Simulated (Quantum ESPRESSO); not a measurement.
# BN (F-43m): zone-centre phonons, part 2 of 2

Which modes does BN (F-43m) have at the zone centre?

Quantum ESPRESSO 7.5; DFT LDA, scalar-relativistic, plane waves, PseudoDojo norm-conserving pseudopotentials.

So far. Step 2 (A probe with smearing): A gap of 4.4 eV opens on this mesh, so the crystal is taken as an insulator; the start stands at -14 GPa. Step 4 (Self-consistent run for the response): The cell stands at 0.026 GPa, close enough for phonons.

### Step 5. Zone-centre response

At q = 0 one unit cell holds all displacements; symmetry groups them into irreducible representations that are solved one by one. The response to a field gives ε∞ and the Born charges, which polar modes need.

ph.in reads:

```
phonons
&inputph
   prefix = 'x'
   outdir = './tmp'
   fildyn = 'g.dyn'
   tr2_ph = 1.0d-18
   epsil = .true.
/
0.000000000000 0.000000000000 0.000000000000
```

Started as:

```
OMP_NUM_THREADS=1 mpirun -n 4 ph.x -nk 4 -in ph.in > ph.out
```

What it wrote:

```text
[banners, grids, parts of the stress and lines that vanish by symmetry left out]
[banner, memory and clock lines left out]
Program PHONON v.7.5

     ./tmp/x.save/

     IMPORTANT: XC functional enforced from input :
     Exchange-correlation= PW
                           (   1   4   0   0   0   0   0)
     Any further DFT definition will be discarded
     Please, verify this is what you really want

     G-vector sticks info

     Reading collected, re-writing distributed wavefunctions in ./tmp/

     Number and degeneracy of irreps per q-point
       N         xq(1)         xq(2)         xq(3)   N irreps
       1   0.000000000   0.000000000   0.000000000       2
        3   3

     Calculation of q =    0.0000000   0.0000000   0.0000000

     phonons

     bravais-lattice index     =            0
     lattice parameter (alat)  =       4.7855  a.u.
     unit-cell volume          =      77.4942 (a.u.)^3
     number of atoms/cell      =            2
     number of atomic types    =            2
     kinetic-energy cut-off    =      84.0000  Ry
     charge density cut-off    =     336.0000  Ry
     convergence threshold     =      1.0E-18
     beta                      =       0.7000
     number of iterations used =            4
     Exchange-correlation= PW
                           (   1   4   0   0   0   0   0)

     celldm(1)=    4.78551  celldm(2)=    0.00000  celldm(3)=    0.00000
     celldm(4)=    0.00000  celldm(5)=    0.00000  celldm(6)=    0.00000

     crystal axes: (cart. coord. in units of alat)
               a(1) = (  0.0000  0.7071  0.7071 )
               a(2) = (  0.7071  0.0000  0.7071 )
               a(3) = (  0.7071  0.7071  0.0000 )

     reciprocal axes: (cart. coord. in units 2 pi/alat)
               b(1) = ( -0.7071  0.7071  0.7071 )
               b(2) = (  0.7071 -0.7071  0.7071 )
               b(3) = (  0.7071  0.7071 -0.7071 )

     Atoms inside the unit cell:

     Cartesian axes

     site n.  atom      mass           positions (alat units)
        1  B      10.8100   tau(    1) = (    0.00000    0.00000    0.00000  )
        2  N      14.0070   tau(    2) = (    1.06066    1.06066    1.06066  )

     Computing dynamical matrix for
                    q = (   0.0000000   0.0000000   0.0000000 )

     25 Sym.Ops. (with q -> -q+G )

     G cutoff =  194.9107  (   7991 G-vectors)     FFT grid: ( 27, 27, 27)
     number of k points=    47
                       cart. coord. in units 2pi/alat
        k(    1) = (   0.0000000   0.0000000   0.0000000), wk =   0.0020000
        k(    2) = (   0.0707107   0.0707107  -0.0707107), wk =   0.0160000
        k(    3) = (   0.1414214   0.1414214  -0.1414214), wk =   0.0160000
        [... further k-points left out ...]

     PseudoPot. # 1 for B  read from file:
     ./pseudo/B.upf
     Pseudo is Norm-conserving + core correction, Zval =  3.0
     Using radial grid of 1498 points,  4 beta functions with:
                l(1) =   0
                l(2) =   0
                l(3) =   1
                l(4) =   1

     PseudoPot. # 2 for N  read from file:
     ./pseudo/N.upf
     Pseudo is Norm-conserving + core correction, Zval =  5.0
     Using radial grid of 1058 points,  4 beta functions with:
                l(1) =   0
                l(2) =   0
                l(3) =   1
                l(4) =   1

     Mode symmetry, T_d (-43m)  point group:

     Electric field:
     Dielectric constant
     Born effective charges as d Force / d E

     Atomic displacements:
     There are    2 irreducible representations

     Representation     1      3 modes -  To be done

     Representation     2      3 modes -  To be done

     Alpha used in Ewald sum =   2.8000

     Electric Fields Calculation

      iter #   1   av.it.:   6.6
      thresh= 1.000E-02 alpha_mix =  0.700 |ddv_scf|^2 =  4.982E-08

      iter #   2   av.it.:  10.7
      thresh= 2.232E-05 alpha_mix =  0.700 |ddv_scf|^2 =  4.938E-10

      iter #   3   av.it.:  11.0
      thresh= 2.222E-06 alpha_mix =  0.700 |ddv_scf|^2 =  2.579E-11

      iter #   4   av.it.:  11.1
      thresh= 5.079E-07 alpha_mix =  0.700 |ddv_scf|^2 =  9.148E-14

      iter #   5   av.it.:  10.3
      thresh= 3.025E-08 alpha_mix =  0.700 |ddv_scf|^2 =  1.931E-16

      iter #   6   av.it.:  10.8
      thresh= 1.390E-09 alpha_mix =  0.700 |ddv_scf|^2 =  1.860E-18

      iter #   7   av.it.:  10.9
      thresh= 1.364E-10 alpha_mix =  0.700 |ddv_scf|^2 =  6.844E-21

     End of electric fields calculation

          Dielectric constant in cartesian axis

          (       4.508443396       0.000000000      -0.000000000 )
          (       0.000000000       4.508443396       0.000000000 )
          (      -0.000000000       0.000000000       4.508443396 )

          Effective charges (d Force / dE) in cartesian axis without acoustic sum rule applied (asr)

           atom    1  B     Mean Z*:        1.87823
      Ex  (        1.87823        0.00000        0.00000 )
      Ey  (        0.00000        1.87823        0.00000 )
      Ez  (        0.00000        0.00000        1.87823 )
           atom    2  N     Mean Z*:       -1.87878
      Ex  (       -1.87878       -0.00000       -0.00000 )
      Ey  (       -0.00000       -1.87878        0.00000 )
      Ez  (       -0.00000        0.00000       -1.87878 )

          Effective charges Sum: Mean:       -0.00055
             -0.00055       -0.00000       -0.00000
             -0.00000       -0.00055        0.00000
             -0.00000        0.00000       -0.00055

          Effective charges (d Force / dE) in cartesian axis with asr applied:
           atom    1  B     Mean Z*:        1.87851
      E*x (        1.87851        0.00000        0.00000 )
      E*y (        0.00000        1.87851       -0.00000 )
      E*z (        0.00000       -0.00000        1.87851 )
           atom    2  N     Mean Z*:       -1.87851
      E*x (       -1.87851       -0.00000       -0.00000 )
      E*y (       -0.00000       -1.87851        0.00000 )
      E*z (       -0.00000        0.00000       -1.87851 )

     Representation #   1 modes #   1   2   3

     Self-consistent Calculation

      iter #   1   av.it.:   7.7
      thresh= 1.000E-02 alpha_mix =  0.700 |ddv_scf|^2 =  1.182E-06

      iter #   2   av.it.:  11.1
      thresh= 1.087E-04 alpha_mix =  0.700 |ddv_scf|^2 =  3.552E-09

      iter #   3   av.it.:  11.1
      thresh= 5.960E-06 alpha_mix =  0.700 |ddv_scf|^2 =  2.483E-10

      iter #   4   av.it.:  11.2
      thresh= 1.576E-06 alpha_mix =  0.700 |ddv_scf|^2 =  1.327E-12

      iter #   5   av.it.:  10.9
      thresh= 1.152E-07 alpha_mix =  0.700 |ddv_scf|^2 =  1.451E-14

      iter #   6   av.it.:  11.1
      thresh= 1.205E-08 alpha_mix =  0.700 |ddv_scf|^2 =  2.394E-17

      iter #   7   av.it.:  10.8
      thresh= 4.893E-10 alpha_mix =  0.700 |ddv_scf|^2 =  1.288E-18

      iter #   8   av.it.:  11.0
      thresh= 1.135E-10 alpha_mix =  0.700 |ddv_scf|^2 =  2.363E-21

     End of self-consistent calculation

     Convergence has been achieved

     Representation #   2 modes #   4   5   6

     Self-consistent Calculation

      iter #   1   av.it.:   6.3
      thresh= 1.000E-02 alpha_mix =  0.700 |ddv_scf|^2 =  3.619E-08

      iter #   2   av.it.:  10.8
      thresh= 1.902E-05 alpha_mix =  0.700 |ddv_scf|^2 =  8.054E-10

      iter #   3   av.it.:  10.8
      thresh= 2.838E-06 alpha_mix =  0.700 |ddv_scf|^2 =  1.551E-11

      iter #   4   av.it.:  10.7
      thresh= 3.938E-07 alpha_mix =  0.700 |ddv_scf|^2 =  3.216E-13

      iter #   5   av.it.:  10.7
      thresh= 5.671E-08 alpha_mix =  0.700 |ddv_scf|^2 =  8.564E-16

      iter #   6   av.it.:  11.3
      thresh= 2.926E-09 alpha_mix =  0.700 |ddv_scf|^2 =  1.528E-18

      iter #   7   av.it.:  10.4
      thresh= 1.236E-10 alpha_mix =  0.700 |ddv_scf|^2 =  1.140E-19

     End of self-consistent calculation

     Convergence has been achieved

     Number of q in the star =    1
     List of q in the star:
          1   0.000000000   0.000000000   0.000000000

          Dielectric constant in cartesian axis

          (       4.508443396       0.000000000      -0.000000000 )
          (       0.000000000       4.508443396       0.000000000 )
          (      -0.000000000       0.000000000       4.508443396 )

          Effective charges (d Force / dE) in cartesian axis without acoustic sum rule applied (asr)

           atom    1  B     Mean Z*:        1.87823
      Ex  (        1.87823        0.00000        0.00000 )
      Ey  (        0.00000        1.87823        0.00000 )
      Ez  (        0.00000        0.00000        1.87823 )
           atom    2  N     Mean Z*:       -1.87878
      Ex  (       -1.87878       -0.00000       -0.00000 )
      Ey  (       -0.00000       -1.87878        0.00000 )
      Ez  (       -0.00000        0.00000       -1.87878 )

          Effective charges Sum: Mean:       -0.00055
             -0.00055       -0.00000       -0.00000
             -0.00000       -0.00055        0.00000
             -0.00000        0.00000       -0.00055

          Effective charges (d Force / dE) in cartesian axis with asr applied:
           atom    1  B     Mean Z*:        1.87851
      E*x (        1.87851        0.00000        0.00000 )
      E*y (        0.00000        1.87851       -0.00000 )
      E*z (        0.00000       -0.00000        1.87851 )
           atom    2  N     Mean Z*:       -1.87851
      E*x (       -1.87851       -0.00000       -0.00000 )
      E*y (       -0.00000       -1.87851        0.00000 )
      E*z (       -0.00000        0.00000       -1.87851 )

     Diagonalizing the dynamical matrix

     q = (    0.000000000   0.000000000   0.000000000 )

 **************************************************************************
     freq (    1) =       0.045283 [THz] =       1.510466 [cm-1]
     freq (    2) =       0.045283 [THz] =       1.510466 [cm-1]
     freq (    3) =       0.045283 [THz] =       1.510466 [cm-1]
     freq (    4) =      32.037992 [THz] =    1068.672392 [cm-1]
     freq (    5) =      32.037992 [THz] =    1068.672392 [cm-1]
     freq (    6) =      32.037992 [THz] =    1068.672392 [cm-1]
 **************************************************************************

     Mode symmetry, T_d (-43m)  point group:

     freq (   1-   3) =          1.5  [cm-1]   --> T_2  G_15 P_4   I+R
     freq (   4-   6) =       1068.7  [cm-1]   --> T_2  G_15 P_4   I+R
```

Elapsed: 79 s, on 4 MPI ranks of Intel Xeon at 2.50GHz (Skylake/Cascade Lake), shared host; 3.6 min of CPU time.

This step gave:

```
miss of the charge sum rule                                       : 5.50e-4 e
largest acoustic frequency at the zone centre before the sum rule : 1.51 cm⁻¹
highest optical zone-centre mode (no LO-TO term)                  : 1069 cm⁻¹
lowest optical zone-centre mode                                   : 1069 cm⁻¹
mean high-frequency dielectric constant                           : 4.508
largest Born charge in size (third of the trace)                  : 1.879 e
```

Born charge (rows field, columns displacement), before the sum rule (e), principal values of the symmetric part by kind of site:

| atom | atoms with these values | low | middle | high | mean |
| --- | --- | --- | --- | --- | --- |
| B1 | 1 | 1.88 | 1.88 | 1.88 | 1.88 |
| N2 | 1 | -1.88 | -1.88 | -1.88 | -1.88 |

In full for B1:

```
1.88 0.00 0.00
0.00 1.88 0.00
0.00 0.00 1.88
```

High-frequency dielectric tensor:

```
4.51 0.00 0.00
0.00 4.51 0.00
0.00 0.00 4.51
```

The acoustic modes at Γ come out as far as 1.5 cm⁻¹ from zero, where they should vanish, a small numerical error; the Born charges miss their sum rule by 5.5e-4 e, which is good.

### Step 6. Zone-centre analysis

A rigid shift of the crystal must cost nothing, but grids and finite bases break this; the acoustic sum rule is imposed before the matrix is diagonalised again. With Born charges the intensities follow, and the static dielectric tensor.

dynmat.in reads:

```
&input
   fildyn = 'g.dyn'
   asr = 'simple'
   fileig = 'dynmat.eig'
   lperm = .true.
/
```

Started as:

```
dynmat.x -in dynmat.in > dynmat.out
```

What it wrote:

```text
[banner, memory and clock lines left out]
Program DYNMAT v.7.5

     Reading Dynamical Matrix from file g.dyn
     ...Force constants read
     ...epsilon and Z* read
     A direction for q was not specified:TO-LO splitting will be absent

     Polarizability (A^3 units)
     multiply by 0.460940 for Clausius-Mossotti correction
         3.206102    0.000000   -0.000000
         0.000000    3.206102    0.000000
        -0.000000    0.000000    3.206102

     IR activities are in (D/A)^2/amu units

# mode   [cm-1]    [THz]      IR
    1      0.00    0.0000    0.0000
    2      0.00    0.0000    0.0000
    3      0.00    0.0000    0.0000
    4   1068.67   32.0380   13.3436
    5   1068.67   32.0380   13.3436
    6   1068.67   32.0380   13.3436

Electronic dielectric permittivity tensor (relative, adimensional)
         4.508443    0.000000   -0.000000
         0.000000    4.508443    0.000000
        -0.000000    0.000000    4.508443

 ... with zone-center polar mode contributions
         6.678467    0.000000    0.000000
         0.000000    6.678467    0.000000
         0.000000    0.000000    6.678467
```

It took 1.1 s on 1 thread.

Read from the output:

* mean static dielectric constant: 6.678

Unit eigenvectors of the mass-weighted matrix after the sum rule; no LO-TO term. Modes at Γ, with each element's share of the kinetic energy:

| mode | frequency (cm⁻¹) | symmetry | B % | N % |
| --- | --- | --- | --- | --- |
| 1 | 0.0 | acoustic | 44 | 56 |
| 2 | 0.0 | acoustic | 44 | 56 |
| 3 | 0.0 | acoustic | 44 | 56 |
| 4 | 1068.7 | T2 | 56 | 44 |
| 5 | 1068.7 | T2 | 56 | 44 |
| 6 | 1068.7 | T2 | 56 | 44 |

Displacements in mode 6 (1068.7 cm⁻¹), the largest set to 1:
```
B1   1.00  0.00  0.00
N2  -0.77  0.00  0.00
```

Degenerate modes summed, no LO-TO term. Infrared lines, with heights relative to the strongest:

| position (cm⁻¹) | lines merged | label | IR intensity, relative |
| --- | --- | --- | --- |
| 1069 | 3 | T2 | 100 |

Static dielectric tensor (ions relaxed, fixed cell):

```
6.68 0.00 0.00
0.00 6.68 0.00
0.00 0.00 6.68
```

The rule moves no optical mode by more than 0.1 cm⁻¹.

### Step 7. The LO-TO splitting (1 0 0)

A longitudinal polar mode sets up a macroscopic field that stiffens it; the term hangs on the direction from which q goes to zero.

dynmat.in reads:

```
&input
   fildyn = 'g.dyn'
   asr = 'simple'
   fileig = 'dynmat.eig'
   q(1) = 1.0
   q(2) = 0.0
   q(3) = 0.0
/
```

Started as:

```
dynmat.x -in dynmat.in > dynmat.out
```

What it wrote:

```text
[banner, memory and clock lines left out]
Program DYNMAT v.7.5

     Reading Dynamical Matrix from file g.dyn
     ...Force constants read
     ...epsilon and Z* read

     Polarizability (A^3 units)
     multiply by 0.460940 for Clausius-Mossotti correction
         3.206102    0.000000   -0.000000
         0.000000    3.206102    0.000000
        -0.000000    0.000000    3.206102

     IR activities are in (D/A)^2/amu units

# mode   [cm-1]    [THz]      IR
    1     -0.00   -0.0000    0.0000
    2      0.00    0.0000    0.0000
    3      0.00    0.0000    0.0000
    4   1068.67   32.0380   13.3436
    5   1068.67   32.0380   13.3436
    6   1300.68   38.9933   13.3436
```

Elapsed: 1.1 s, on 1 thread.

Read from the output:

```yaml
highest_mode_moved_by_the_lo_to_term: 1301 cm⁻¹
```

Zone-centre frequencies as printed; negative means imaginary. Modes:

| mode | frequency (cm⁻¹) |
| --- | --- |
| 1 | 0 |
| 2 | 0 |
| 3 | 0 |
| 4 | 1069 |
| 5 | 1069 |
| 6 | 1301 |

The field moves one mode, from 1069 to 1301 cm⁻¹; the others stay.

### Step 8. Summary of results

```yaml
volume_per_atom: 5.74 Å³
gap_on_the_k_mesh: 4.46 eV
highest_optical_zone_centre_mode_no_lo_to_term: 1069 cm⁻¹
highest_mode_moved_by_the_lo_to_term: 1301 cm⁻¹
mean_high_frequency_dielectric_constant: 4.51
largest_born_charge_in_size_third_of_the_trace: 1.88 e
mean_static_dielectric_constant: 6.68
imaginary_optical_modes_at_the_zone_centre_no_q_mesh_in_this_session: none
```

What this shows: At the LDA level the optical modes of BN (F-43m) at the zone centre (no LO-TO term) lie at 1069 cm⁻¹. Along the directions run, the highest mode that the macroscopic field moves lies at 1301 cm⁻¹. Lattice motion raises the mean dielectric constant from 4.508 to 6.678. The Lyddane-Sachs-Teller relation holds: (ωLO/ωTO)² is 1.48 and ε₀/ε∞ is 1.48. Left out of this account: PBE with PseudoDojo NC, since it is gradient-corrected and no frozen-mode check or second program bears its response out; PBEsol with PseudoDojo NC, since it is gradient-corrected and no frozen-mode check or second program bears its response out. What is said of the levels holds for those shown. These are harmonic frequencies at zero temperature: anharmonic shifts and linewidths and thermal expansion are left out. The structure comes from a database and need not be the phase that is stable at ambient conditions.

[Host names and launcher messages were left out of these logs when they were recorded.]

[Logs are printed without paths, hosts, clocks, repeated set-up lines and the standing remarks that a program may print on its own settings, such as how far it seeks lower states.]

[Hosts, paths, dates, database ids (printed as entryN), source tags and the programs' standing remarks are cut or masked in the printed files.]
